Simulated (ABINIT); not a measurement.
# Si2Ni (Fm-3m) in ABINIT: settings compared, part 3 of 3

ABINIT 10.8.3 (patched build). Earlier steps stand in the parts before.

### Step 5. Single point, RPBE, collinear spin, ferromagnetic start

Contents of run.abi:

```
# Pseudopotentials
pp_dirpath "./"
pseudos "Ni.GGA_PBE-JTH.xml, Si.GGA_PBE-JTH.xml"

# Structure
acell 3*1.0 Angstrom
rprim
     0.0000000000     2.7030000000     2.7030000000
     2.7030000000     0.0000000000     2.7030000000
     2.7030000000     2.7030000000     0.0000000000
ntypat 2
znucl 28 14
natom 3
typat 1 2 2
xred
     0.0000000000     0.0000000000     0.0000000000
     0.7500000000     0.7500000000     0.7500000000
     0.2500000000     0.2500000000     0.2500000000

# Plane-wave basis
ecut 49.0
pawecutdg 73.5
pawxcdev 0

# k points
kptopt 1
ngkpt 7 7 7
nshiftk 1
shiftk 0.0 0.0 0.0

# Exchange and correlation
ixc 15

# Bands and occupations
nband 18
occopt 3
tsmear 0.00183747

# Spin
nsppol 2
spinat
     0.0000000000     0.0000000000     1.0000000000
     0.0000000000     0.0000000000     0.0000000000
     0.0000000000     0.0000000000     0.0000000000

# SCF cycle
nstep 100
tolvrs 1.0e-9

# Output
iomode 3
prtwf 0
prteig 0
prtebands 0
prtden 1
prtvha 1
prtvclmb 1
prtpot 1
```

Potentials or basis: JTH PAW PBE v2.0.

Started as:

```console
abinit run.abi > log 2>&1
```

run.abo:

```text
.Version 10.8.3 of ABINIT
 Symmetries : space group Fm -3 m (#225); Bravais cF (face-center cubic)
================================================================================
 Values of the parameters that define the memory need of the present run
     intxc =       0    ionmov =       0      iscf =      17    lmnmax =      18
     lnmax =       6     mgfft =      48  mpssoang =       3    mqgrid =    3001
     natom =       3  nloc_mem =       2    nspden =       2   nspinor =       1
    nsppol =       2      nsym =      48    n1xccc =       1    ntypat =       2
    occopt =       3   xclevel =       2
       mpw =        4390          nfft =      110592          nkpt =          20
 PAW method is used; the additional fine FFT grid is defined by:
   mgfftf=        60    nfftf =    216000
================================================================================
================================================================================

--------------------------------------------------------------------------------
------------- Echo of variables that govern the present computation ------------
--------------------------------------------------------------------------------
 -outvars: echo values of preprocessed input variables --------
            acell      1.8897261259E+00  1.8897261259E+00  1.8897261259E+00 Bohr
              amu      5.86900000E+01  2.80855000E+01
             ecut      4.90000000E+01 Hartree
              ixc          15
         kptrlatt        7    0    0      0    7    0      0    0    7
          kptrlen      5.05659244E+01
            natom           3
            nband          18
            ngfft          48      48      48
          ngfftdg          60      60      60
             nkpt          20
           nspden           2
           nsppol           2
            nstep         100
             nsym          48
           ntypat           2
           occopt           3
        pawecutdg      7.35000000E+01 Hartree
         pawxcdev           0
        prtebands           0
           prteig           0
           prtpot           1
         prtvclmb           1
           prtvha           1
            prtwf           0
            rprim      0.0000000000E+00  2.7030000000E+00  2.7030000000E+00
                       2.7030000000E+00  0.0000000000E+00  2.7030000000E+00
                       2.7030000000E+00  2.7030000000E+00  0.0000000000E+00
          spgroup         225
[... 206 lines left out ...]
   0.47384    0.56290
      occupation numbers for kpt#   1
   1.00000    1.00000    1.00000    1.00000    1.00000    1.00000    1.00000    1.00000
   1.00000    1.00000    0.99106    0.00000    0.00000    0.00000    0.00000    0.00000
   0.00000    0.00000
 prteigrs : prtvol=0 or 1, do not print more k-points.

--- !EnergyTerms
iteration_state     : {dtset: 1, }
comment             : Components of total free energy in Hartree
kinetic             :  3.21748845474805E+01
hartree             :  6.48168968757317E+01
xc                  : -1.15654865755034E+01
Ewald energy        : -9.28967318822433E+01
psp_core            :  3.06847981235498E+00
local_psp           : -1.72190567650228E+02
PAW spherical_terms : -2.16274477148485E+00
internal            : -1.78755269643893E+02
'-kT*entropy'       : -2.53905466831579E-04
total_energy        : -1.78755523549360E+02
total_energy_eV     : -4.86418559490418E+03
...

--- !EnergyTermsDC
iteration_state     : {dtset: 1, }
comment             : '"Double-counting" decomposition of free energy'
band_energy         : -1.52502482386018E+01
Ewald energy        : -9.28967318822433E+01
psp_core            :  3.06847981235498E+00
xc_dc               : -6.41686856551385E+01
PAW spherical_terms : -9.50808392702039E+00
internal            : -1.78755269890649E+02
'-kT*entropy'       : -2.53905466831579E-04
total_energy_dc     : -1.78755523796116E+02
total_energy_dc_eV  : -4.86418560161876E+03
...

--- !EnergyTermsWithPAWCore
iteration_state     : {dtset: 1, }
comment             : 'Components of total free energy, including PAW core contributions'
Total energy        : -2.10131255301301E+03
Total energy DC     : -2.10131255325977E+03
Total energy (eV)   : -5.71796275035655E+04
Total energy DC (eV): -5.71796275102801E+04
...

 Cartesian components of stress tensor (hartree/bohr^3)
  sigma(1 1)= -1.96571397E-04  sigma(3 2)=  0.00000000E+00
  sigma(2 2)= -1.96571397E-04  sigma(3 1)=  0.00000000E+00
  sigma(3 3)= -1.96571397E-04  sigma(2 1)=  0.00000000E+00

-Cartesian components of stress tensor (GPa)         [Pressure=  5.7833E+00 GPa]
- sigma(1 1)= -5.78333015E+00  sigma(3 2)=  0.00000000E+00
- sigma(2 2)= -5.78333015E+00  sigma(3 1)=  0.00000000E+00
- sigma(3 3)= -5.78333015E+00  sigma(2 1)=  0.00000000E+00

== END DATASET(S) ==============================================================
================================================================================

 -outvars: echo values of variables after computation  --------
            acell      1.8897261259E+00  1.8897261259E+00  1.8897261259E+00 Bohr
           etotal     -1.7875552380E+02
            fcart     -2.4023763664E-31  5.1479493567E-32  1.5443848070E-31
                       3.7751628616E-31 -1.0947644253E-47 -2.0591797427E-31
                      -1.3727864951E-31 -5.1479493567E-32  5.1479493567E-32
            rprim      0.0000000000E+00  2.7030000000E+00  2.7030000000E+00
                       2.7030000000E+00  0.0000000000E+00  2.7030000000E+00
                       2.7030000000E+00  2.7030000000E+00  0.0000000000E+00
           strten     -1.9657139654E-04 -1.9657139654E-04 -1.9657139654E-04
                       0.0000000000E+00  0.0000000000E+00  0.0000000000E+00
           xangst      0.0000000000E+00  0.0000000000E+00  0.0000000000E+00
                       4.0545000000E+00  4.0545000000E+00  4.0545000000E+00
                       1.3515000000E+00  1.3515000000E+00  1.3515000000E+00
             xred      0.0000000000E+00  0.0000000000E+00  0.0000000000E+00
                       7.5000000000E-01  7.5000000000E-01  7.5000000000E-01
                       2.5000000000E-01  2.5000000000E-01  2.5000000000E-01
 Calculation completed.
```

Wall time 3.4 min (1 thread of Arm Neoverse V2, shared host); peak memory 0.31 GiB.

What came out:

| Quantity | Value |
| --- | --- |
| Free energy | -4864.1856 eV |
| Pressure | 5.8 GPa |
| Band gap on the k mesh | none (metal or under the smearing width) |
| Net moment | 0.00 μB per cell |
| Valence electrons inside the program's atomic spheres | Ni 15.96; Si 1.50 |

Caveat: small starting moments can end in a higher magnetic state in this program; the PAW data sets were made with another functional, which shifts forces and pressure a little.

### Step 6. Single point, BLYP, collinear spin, ferromagnetic start

Edit run.abi of step 5 so:

```diff
@@ -31,3 +31,3 @@
 # Exchange and correlation
-ixc 15
+ixc -106131
```

Potentials or basis: JTH PAW PBE v2.0.

Started as:

```console
abinit run.abi > log 2>&1
```

Wall time 6.4 min (1 thread of Arm Neoverse V2, shared host); peak memory 0.31 GiB.

The run converged. Its results:

| Property | Result |
| --- | --- |
| Free energy | -4864.9130 eV |
| Pressure | 10.8 GPa |
| Band gap on the k mesh | none (metal or under the smearing width) |
| Net moment | 0.00 μB per cell |
| Valence electrons inside the program's atomic spheres | Ni 16.00; Si 1.54 |

Levels at points of the mesh, in eV from the Fermi level:
Spin up:
```tsv
k point	band 9	band 10	band 11	band 12	band 13	band 14	band 15	band 16	band 17	band 18
(0.00, 0.00, 0.00)	-3.44	-3.44	-0.49	1.79	1.79	1.79	2.51	2.51	2.51	4.86
```
Spin down:
| k point | band 10 | band 11 | band 12 | band 13 | band 14 | band 15 | band 16 | band 17 |
| --- | --- | --- | --- | --- | --- | --- | --- | --- |
| (0.00, 0.00, 0.00) | -3.44 | -0.49 | 1.79 | 1.79 | 1.79 | 2.51 | 2.51 | 2.51 |

Caveat: small starting moments can end in a higher magnetic state in this program; the PAW data sets were made with another functional, which shifts forces and pressure a little.

### Step 7. Single point, AM05, collinear spin, ferromagnetic start

Edit run.abi of step 6 so:

```diff
@@ -31,3 +31,3 @@
 # Exchange and correlation
-ixc -106131
+ixc -120135
```

Started as:

```console
abinit run.abi > log 2>&1
```

Wall time 5.2 min (1 thread of Arm Neoverse V2, shared host); peak memory 0.31 GiB.

Results (log left out):

- Free energy: -4862.6777 eV
- Pressure: -2.5 GPa
- Band gap on the k mesh: none (metal or under the smearing width)
- Net moment: 0.00 μB per cell
- Valence electrons inside the program's atomic spheres: Ni 15.97; Si 1.50

Levels at points of the mesh, in eV from the Fermi level:
Spin up:
```csv
k point,band 11,band 12,band 13,band 14,band 15,band 16
"(0.00, 0.00, 0.00)",-0.19,1.75,1.75,1.75,2.32,2.32
```
Spin down:
```
           k point  band 10  band 11  band 12  band 13  band 14  band 15  band 16  band 17
(0.00, 0.00, 0.00)    -3.48    -0.19     1.75     1.75     1.75     2.32     2.32     2.32
```

Caveat: small starting moments can end in a higher magnetic state in this program; the PAW data sets were made with another functional, which shifts forces and pressure a little.

### Step 8. Summary

```csv
level,gap on the mesh (eV),pressure (GPa),moment (μB)
PBE,none,3.2,0.00
LDA,none,-4.5,0.00
PBEsol,none,-1.5,0.00
RPBE,none,5.8,0.00
BLYP,none,10.8,0.00
AM05,none,-2.5,0.00
```

Alike in all rows: task single point; potentials or basis JTH PAW PBE v2.0; spin collinear, ferromagnetic start; cell as given; k mesh 7 × 7 × 7; cutoff (eV) 1333; smearing fermi-dirac 0.05 eV.

Every run on the cell as given and a fine mesh finds a metal. The pressure there spans -4.5 GPa (LDA) to 10.8 GPa (BLYP); a positive pressure means that this level wants a larger cell, a negative one a smaller.

Caveats: small starting moments can end in a higher magnetic state in this program; the PAW data sets were made with another functional, which shifts forces and pressure a little (some runs).

Total energies depend on the potentials used, so only differences within one code and one set of settings carry meaning.
